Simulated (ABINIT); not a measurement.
A run of ABINIT 10.8.3 (patched build) is set up as follows.

File run.abi:

```
# Datasets: one volume each
ndtset 7
getwfk -1
scalecart1 3*0.9795861087
scalecart2 3*0.9864848297
scalecart3 3*0.9932883884
scalecart4 3*1.0000000000
scalecart5 3*1.0066227096
scalecart6 3*1.0131594038
scalecart7 3*1.0196128224

# Pseudopotentials
pp_dirpath "./"
pseudos "Al_ONCV_PBE-1.2.upf"

# Structure
acell 2.8635066922 2.8635066922 2.8635066922 Angstrom
rprim
     0.0000000000     0.7071067812     0.7071067812
     0.7071067812     0.0000000000     0.7071067812
     0.7071067812     0.7071067812     0.0000000000
ntypat 1
znucl 13
natom 1
typat 1
xred
     0.0000000000     0.0000000000     0.0000000000

# Plane-wave basis
ecut 30.0

# k points
kptopt 1
ngkpt 11 11 11
nshiftk 1
shiftk 0.0 0.0 0.0

# Exchange and correlation
ixc 11

# Bands and occupations
nband 10
occopt 3
tsmear 0.00183747

# SCF cycle
nstep 100
tolvrs 1.0e-10

# Output
iomode 3
prtwf 1
prtden 0
prteig 0
prtebands 0
enunit 1
```

Potentials or basis: SG15 NC PBE v1.2.

Command:

```console
$ abinit run.abi > log 2>&1
```

(1) Estimate the equilibrium volume.

(2) What does it give for the pressure derivative of the bulk modulus?

(3) What does it give for the bulk modulus?

Results:

(1) 16.56 Å³/atom.

(2) 4.5 (rough: it moves with the points fitted).

(3) 78 GPa.

Caveat: the cutoff is too short for stress, so the log's stress isn't used; pressures at fixed basis lie under the slope of the energies.

**What was measured.**

“The interpretation of polycrystalline coherent inelastic neutron scattering from aluminium”, 2013, pmc:3831299 quotes, for a bulk crystal of Al: bulk modulus 76.9 GPa.

Measured bulk modulus of Al: 76.9 GPa (quoted in “The interpretation of polycrystalline coherent inelastic neutron scattering from aluminium”, 2013, pmc:3831299). This calculation gives 78 GPa (+2.0 %). The fit is for a static lattice scaled at fixed shape and fixed fractional positions. The cell as given is a measured one (16.60 Å³/atom); PBE puts the equilibrium volume -0.3 % from it, thermal expansion not counted.
